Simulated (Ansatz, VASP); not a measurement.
**Two plane-wave programs on Al**

The input INCAR:

```
SYSTEM = Al
  PREC = Accurate
  ENCUT = 520
  EDIFF = 1E-6
  ISMEAR = 0
  SIGMA = 0.017
  LREAL = .FALSE.
  LASPH = .TRUE.
  NELM = 100
  ALGO = Fast
  ISIF = 2
  LWAVE = .FALSE.
  LCHARG = .TRUE.
  GGA = PE
  LELF = .TRUE.
  LVHAR = .TRUE.
  NBANDS = 8
```

File KPOINTS:

```
regular mesh
0
G
  11 11 11
  0 0 0
```

File POSCAR:

```
Al
1.0
    0.0000000000      2.0248050000      2.0248050000
    2.0248050000      0.0000000000      2.0248050000
    2.0248050000      2.0248050000      0.0000000000
Al
1
Direct
    0.0000000000      0.0000000000      0.0000000000
```

The input input.yaml:

```yaml
crystal:
  lattice:
    - [0.0, 2.024805, 2.024805]
    - [2.024805, 0.0, 2.024805]
    - [2.024805, 2.024805, 0.0]
  atoms:
    - { symbol: Al, position: [0.0, 0.0, 0.0] }
hamiltonian:
  xc: pbe
  pseudopotentials: { kind: paw }
kpoints:
  mp_grid: { grid: [11, 11, 11] }
scf:
  occupations: { method: gaussian, width: 0.017 }
output:
  forces: true
  stress: true
  eigenvalues: true
```

Alike in both runs: task single point; functional PBE; k mesh 11 × 11 × 11; occupations gaussian, width 0.017 eV; no spin polarisation.

```csv
,VASP,Ansatz
version,VASP 6.6.1,Ansatz 0.2.0
potentials or method,"VASP PAW PBE potentials, release 64 (Al)",Ansatz PAW
plane-wave cutoff (eV),520,420
valence electrons in the cell,3,3
```

|  | VASP | Ansatz | Ansatz less VASP |
| --- | --- | --- | --- |
| gap on the k mesh at the Fermi level (eV) | none | none | - |
| pressure (GPa) | -0.5 | -0.5 | +0.04 |

A gap of «none» marks a metal or a gap that the smearing closes.
